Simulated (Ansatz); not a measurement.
ZrO$_{2}$ (tetragonal-ZrO2 type, space group P4_2/nmc)

```
CELL_PARAMETERS angstrom
      7.24164     0.00000     0.00000
      3.62082     3.62082     0.00000
      0.00000     0.00000     5.28425
ATOMIC_POSITIONS crystal
  Zr 0.00000 0.00000 0.00000
  Zr 0.50000 0.00000 0.00000
  Zr 0.00000 0.50000 0.50000
  Zr 0.50000 0.50000 0.50000
  O  0.75000 0.50000 0.19251
  O  0.25000 0.50000 0.19251
  O  0.75000 0.50000 0.69251
  O  0.25000 0.50000 0.69251
  O  0.25000 0.00000 0.30749
  O  0.75000 0.00000 0.30749
  O  0.25000 0.00000 0.80749
  O  0.75000 0.00000 0.80749
```

A phonon eigenvector at M = (0.5, 0.5, 0.0) is frozen into this cell: atom i moves by Q times the vector below, so Q is the largest atomic displacement, in Å. The cell is held. It is one choice among 2 degenerate patterns. (q is in reciprocal vectors of the primitive cell; the cell shown is doubled to hold the pattern.)

```json
[
 {"atom": "O5", "x": "0.875", "y": "0.429", "z": "0.000"},
 {"atom": "O6", "x": "-0.875", "y": "-0.429", "z": "0.000"},
 {"atom": "O7", "x": "-0.412", "y": "-0.911", "z": "0.000"},
 {"atom": "O8", "x": "0.412", "y": "0.911", "z": "0.000"},
 {"atom": "O9", "x": "-0.911", "y": "-0.412", "z": "0.000"},
 {"atom": "O10", "x": "0.911", "y": "0.412", "z": "0.000"},
 {"atom": "O11", "x": "0.429", "y": "0.875", "z": "0.000"},
 {"atom": "O12", "x": "-0.429", "y": "-0.875", "z": "0.000"}
]
```

Atoms not listed stay in place.

Method: PBE (plane waves to 420 eV, PAW, scalar-relativistic; Ansatz, a quantum-chemistry and plane-wave program). k mesh 9×9×6 (Γ-centred), Fermi-Dirac smearing 0.05 eV. Energies are smeared free energies. The PAW data are Ansatz's earlier set. This is a high-temperature form of ZrO2. ZrO2 is run without spin polarisation. ZrO2 was relaxed with its symmetry unable to fall. The zero of ΔE is the undisplaced structure.

```csv
Q (Å),ΔE (eV/cell),−dE/dQ from forces (eV/Å)
-0.180,0.2588,3.061
-0.150,___,2.458
-0.120,0.1108,1.904
-0.090,0.0615,1.391
-0.060,___,0.909
-0.030,___,0.449
0.000,0.0000,0.000
0.030,___,-0.449
0.060,___,-0.909
0.090,0.0615,-1.391
0.120,0.1108,-1.904
0.150,___,-2.458
0.180,0.2588,-3.061
```

Question: Some entries are withheld; supply them.

Answer: 
- -0.150, ΔE (eV/cell): 0.1761
- -0.060, ΔE (eV/cell): 0.0271
- -0.030, ΔE (eV/cell): 0.0067
- 0.030, ΔE (eV/cell): 0.0067
- 0.060, ΔE (eV/cell): 0.0271
- 0.150, ΔE (eV/cell): 0.1761

(A displaced cell: forces are minus the slopes of the energy, force constants its curvatures, and phonons follow from these.)
